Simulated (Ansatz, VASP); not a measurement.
# Cd3Se in VASP and in Ansatz

INCAR

```
PREC     = Accurate       # precision mode
ENCUT    = 520            # plane-wave cutoff, eV
EDIFF    = 1E-7           # SCF threshold, eV
ISMEAR   = -1             # smearing method
SIGMA    = 0.05           # smearing width, eV
LREAL    = F              # projectors in reciprocal space
LASPH    = T              # aspherical terms in the spheres
NELM     = 80             # most SCF steps
ALGO     = Normal         # electronic algorithm
ISIF     = 2              # what is computed and relaxed
LWAVE    = F              # write WAVECAR
LCHARG   = F              # write CHGCAR
GGA      = PE             # functional
NBANDS   = 29             # bands
```

File KPOINTS:

```
Automatic mesh
0
Gamma
  9 9 9
```

The input POSCAR:

```
Cd3Se
1.0
   -2.0809818488      2.0809818488      6.2064648191
    2.0809818488     -2.0809818488      6.2064648191
    2.0809818488      2.0809818488     -6.2064648191
Cd Se
3 1
Direct
    0.5000000000      0.5000000000      0.0000000000
    0.2500000000      0.7500000000      0.5000000000
    0.7500000000      0.2500000000      0.5000000000
    0.0000000000      0.0000000000      0.0000000000
```

File input.yaml:

```yaml
crystal:
  lattice:
    - [-2.0809818488, 2.0809818488, 6.2064648191]
    - [2.0809818488, -2.0809818488, 6.2064648191]
    - [2.0809818488, 2.0809818488, -6.2064648191]
  atoms:
    - { symbol: Cd, position: [0.5, 0.5, 0.0] }
    - { symbol: Cd, position: [0.25, 0.75, 0.5] }
    - { symbol: Cd, position: [0.75, 0.25, 0.5] }
    - { symbol: Se, position: [0.0, 0.0, 0.0] }
hamiltonian:
  xc: pbe
  pseudopotentials: { kind: paw }
kpoints:
  mp_grid: { grid: [9, 9, 9] }
scf:
  occupations: { method: fermi_dirac, width: 0.05 }
output:
  forces: true
  stress: true
  eigenvalues: true
```

Change from the starting cell: volume scaled by 1.06.

Alike in both runs: task single point; functional PBE; k mesh 9 × 9 × 9; occupations fermi-dirac, width 0.05 eV; no spin polarisation.

```csv
,VASP,Ansatz
version,VASP 6.6.1,Ansatz 0.2.0
potentials or method,"VASP PAW PBE potentials, release 64 (Cd, Se)",Ansatz PAW
plane-wave cutoff (eV),520,420
valence electrons in the cell,42,76
```

|  | VASP | Ansatz | Ansatz less VASP |
| --- | --- | --- | --- |
| gap on the k mesh at the Fermi level (eV) | none | none | - |
| pressure (GPa) | -2.2 | -2.4 | -0.17 |
| largest component of the traceless stress (GPa) | 1.65 | 1.75 | +0.104 |

A gap of «none» marks a metal or a gap that the smearing closes. The two sets of potentials don't hold the same shells in valence.
